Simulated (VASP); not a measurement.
# C, self-consistent run: which settings are enough?

C, Imma (no. 74), 2 atoms in the cell. R2SCAN; PAW potentials C (PBE set). VASP 6.6.1. The cell is changed on purpose: last atom moved by 0.05 Å along z, cell strained by -1.0% along z.

Wanted: energy within 0.5 meV/atom; forces within 0.003 eV/Å.

What the run is for: forces; Accuracy asked: tight.

POSCAR:
```
C
1.0
    0.0000000000      1.7833700000      1.7655363000
    1.7833700000      0.0000000000      1.7655363000
    1.7833700000      1.7833700000      0.0000000000
C
2
Direct
    0.7500000000      0.7500000000      0.7500000000
    0.5140184000      0.5140184000      0.4859816000
```

The series start from Plane-wave cutoff (eV): 520; k-point mesh: 11 × 11 × 11; Precision mode (PREC): Accurate; Electronic threshold (eV): 1e-6; Bands in all (NBANDS): 14; Aspherical gradient terms in the spheres (LASPH): yes; Electronic algorithm: ALGO=Normal; Support grid and gradient cutoff: ADDGRID=False GGA_COMPAT=False; Placing of the Fermi level (EFERMI): EFERMI=MIDGAP. Each series keeps the choices made before it, and each single choice may use up half of a tolerance.

## Plane-wave cutoff (eV)

| Plane-wave cutoff (eV) | Energy less reference (meV/atom) | Forces, largest deviation (eV/Å) | SCF iterations | Time (s) |
|---|---|---|---|---|
| 320 | -50.30 | 0.0723 | 15 | 12 |
| 400 | 1.57 | 0.0078 | 14 | 12 |
| 460 | 7.82 | 0.0053 | 14 | 32 |
| 520 | 9.64 | 0.0057 | 14 | 34 |
| 600 | 6.21 | 0.0075 | 14 | 32 |
| 700 | 2.30 | 0.0034 | 14 | 33 |
| 840 (reference) | 0.00 | 0.0000 | 14 | 34 |

Chosen: 840; the next looser run is off by more than half of the tolerance, so convergence isn't shown beyond this value.

## k-point mesh

| k-point mesh | Energy less reference (meV/atom) | Forces, largest deviation (eV/Å) | SCF iterations | Time (s) |
|---|---|---|---|---|
| 4 × 4 × 4 | 72.65 | 0.0863 | 14 | 5.2 |
| 5 × 5 × 5 | 18.73 | 0.0276 | 14 | 7.3 |
| 6 × 6 × 6 | 5.19 | 0.0090 | 14 | 9.2 |
| 7 × 7 × 7 | 1.52 | 0.0029 | 14 | 13 |
| 9 × 9 × 9 | 0.14 | 0.0003 | 14 | 20 |
| 11 × 11 × 11 | 0.01 | 0.0000 | 14 | 34 |
| 13 × 13 × 13 | 0.00 | 0.0000 | 14 | 53 |
| 17 × 17 × 17 | 0.00 | 0.0000 | 14 | 106 |
| 21 × 21 × 21 (reference) | 0.00 | 0.0000 | 14 | 194 |

Chosen: 9 × 9 × 9, the loosest value from which every tighter one stays within half of the tolerance.

## Precision mode (PREC)

| Precision mode (PREC) | Energy less reference (meV/atom) | Forces, largest deviation (eV/Å) | SCF iterations | Time (s) |
|---|---|---|---|---|
| SingleN | -0.05 | 0.0005 | 14 | 18 |
| Normal | 0.00 | 0.0000 | 14 | 17 |
| Single | -0.01 | 0.0000 | 14 | 19 |
| Accurate (reference) | 0.00 | 0.0000 | 14 | 20 |

Chosen: SingleN.

## Electronic threshold (eV)

| Electronic threshold (eV) | Energy less reference (meV/atom) | Forces, largest deviation (eV/Å) | SCF iterations | Time (s) |
|---|---|---|---|---|
| 0.001 | 0.82 | 0.0011 | 11 | 13 |
| 0.0001 | 0.00 | 0.0000 | 13 | 16 |
| 1e-5 | 0.00 | 0.0000 | 14 | 18 |
| 1e-6 | 0.00 | 0.0000 | 14 | 18 |
| 1e-7 (reference) | 0.00 | 0.0000 | 14 | 17 |

Chosen: 0.0001.

## Bands in all (NBANDS)

| Bands in all (NBANDS) | Energy less reference (meV/atom) | Forces, largest deviation (eV/Å) | SCF iterations | Time (s) |
|---|---|---|---|---|
| 5 | 0.00 | 0.0002 | 13 | 7.1 |
| 6 | 0.00 | 0.0001 | 13 | 8.4 |
| 8 | 0.00 | 0.0000 | 13 | 10 |
| 10 | 0.00 | 0.0000 | 13 | 13 |
| 14 | 0.00 | 0.0001 | 13 | 16 |
| 24 (reference) | 0.00 | 0.0000 | 13 | 26 |

Chosen: 5.

## Aspherical gradient terms in the spheres (LASPH)

| Aspherical gradient terms in the spheres (LASPH) | Energy less reference (meV/atom) | Forces, largest deviation (eV/Å) | SCF iterations | Time (s) |
|---|---|---|---|---|
| no | 0.11 | 0.0092 | 13 | 6.0 |
| yes (reference) | 0.00 | 0.0000 | 13 | 7.1 |

Chosen: yes; the one before it in the list is off by more than half of the tolerance.

## Electronic algorithm

| Electronic algorithm | Energy less reference (meV/atom) | Forces, largest deviation (eV/Å) | SCF iterations | Time (s) |
|---|---|---|---|---|
| ALGO=Normal | 0.00 | 0.0000 | 13 | 7.1 |
| ALGO=Fast | 0.00 | 0.0019 | 13 | 7.7 |
| ALGO=VeryFast | 0.01 | 0.0007 | 20 | 12 |
| ALGO=All ISEARCH=1 | 0.00 | 0.0007 | 11 | 7.1 |
| ALGO=All ISEARCH=0 | 0.00 | 0.0007 | 11 | 6.7 |
| ALGO=Damped TIME=0.4 | 0.01 | 0.0013 | 19 | 10 |
| ALGO=Damped TIME=0.1 | 0.07 | 0.0022 | 29 | 14 |

Chosen: ALGO=Normal; no other choice that stays within half of the tolerance saves 30 % of the time.

## Support grid and gradient cutoff

| Support grid and gradient cutoff | Energy less reference (meV/atom) | Forces, largest deviation (eV/Å) | SCF iterations | Time (s) |
|---|---|---|---|---|
| ADDGRID=False GGA_COMPAT=False | 0.00 | 0.0000 | 13 | 7.1 |
| ADDGRID=True GGA_COMPAT=False | -0.01 | 0.0005 | 13 | 8.8 |
| ADDGRID=False GGA_COMPAT=True | -0.01 | 0.0000 | 13 | 7.7 |

Chosen: ADDGRID=False GGA_COMPAT=False.

## Placing of the Fermi level (EFERMI)

| Placing of the Fermi level (EFERMI) | Energy less reference (meV/atom) | Forces, largest deviation (eV/Å) | SCF iterations | Time (s) |
|---|---|---|---|---|
| EFERMI=MIDGAP | 0.00 | 0.0000 | 13 | 7.1 |
| EFERMI=LEGACY | 0.00 | 0.0000 | 13 | 7.3 |

Chosen: EFERMI=MIDGAP.

## All choices together

| Input | Energy less reference (meV/atom) | Forces, largest deviation (eV/Å) | Time (s) |
|---|---|---|---|
| the program's defaults (naive) | 1.26 | 0.0194 | 1.3 |
| chosen settings | 0.10 | 0.0010 | 7.1 |
| reference settings throughout | 0.00 | 0.0000 | 358 |

The chosen settings stay within the tolerance of the reference run, but the reference itself isn't shown to be converged in: Plane-wave cutoff (eV).

Values of the reference run: Forces: 0, 0, 1.938, 0, 0, -1.938 eV/Å.

## The input

INCAR:
```
SYSTEM = C
METAGGA = R2SCAN ; ISMEAR = 0
SIGMA = 0.03 ; LWAVE = .False.
LCHARG = .False. ; ISIF = 2
PREC = SingleN ; LASPH = .True.
LREAL = .False. ; ALGO = Normal
EDIFF = 1E-4 ; NELM = 120
GGA_COMPAT = .False. ; ENCUT = 840
EFERMI = MIDGAP ; LMIXTAU = .True.
KPAR = 2 ; NBANDS = 5
ADDGRID = .False.
```

KPOINTS:
```
Automatic mesh
0
Gamma
  9 9 9
  0 0 0
```

Commands:
```
cat potpaw_PBE.64/C/POTCAR > POTCAR
mpirun -np 2 vasp_std > vasp.out
```

The chosen input took VASP 6.6.1 7.1 s on 2 cores (Intel Xeon 6975P-C (Granite Rapids)), a shared host.
